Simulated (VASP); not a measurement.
Here is a VASP 6.6.1 calculation.

The input INCAR:

```
PREC = Accurate
ENCUT = 600
EDIFF = 1E-6
ISMEAR = 0
SIGMA = 0.03
LREAL = False
LASPH = True
NELM = 80
ALGO = Normal
ISIF = 3
LWAVE = False
LCHARG = False
GGA = CA
IBRION = 2
NSW = 90
EDIFFG = -0.01
```

File KPOINTS:

```
regular mesh
0
Gamma
  10 10 10
```

File POSCAR:

```
CaO
1.0
    0.0000000000      2.4065000000      2.4065000000
    2.4065000000      0.0000000000      2.4065000000
    2.4065000000      2.4065000000      0.0000000000
Ca O
1 1
Direct
    0.0000000000      0.0000000000      0.0000000000
    0.5000000000      0.5000000000      0.5000000000
```

Potentials or basis: VASP PAW LDA potentials, release 64 (Ca_sv, O).

The run is started by

```console
$ cat potpaw_LDA.64/Ca_sv/POTCAR potpaw_LDA.64/O/POTCAR > POTCAR
$ mpirun -np 1 vasp_std > vasp.out
```

Estimate the band gap on the k mesh.

3.43 eV, indirect (least direct gap 3.79 eV).

Predict the space group after relaxing (to 0.05 Å).

Fm-3m (No. 225).

Final structure:
```xyz
2
Lattice="0.0000 2.3588 2.3588 2.3588 0.0000 2.3588 2.3588 2.3588 0.0000" Properties=species:S:1:pos:R:3 pbc="T T T"
Ca    0.0000    0.0000    0.0000
O     2.3588    2.3588    2.3588
```

A k mesh can miss the band edges. LDA gaps usually lie below the measured ones, often by a third to a half.
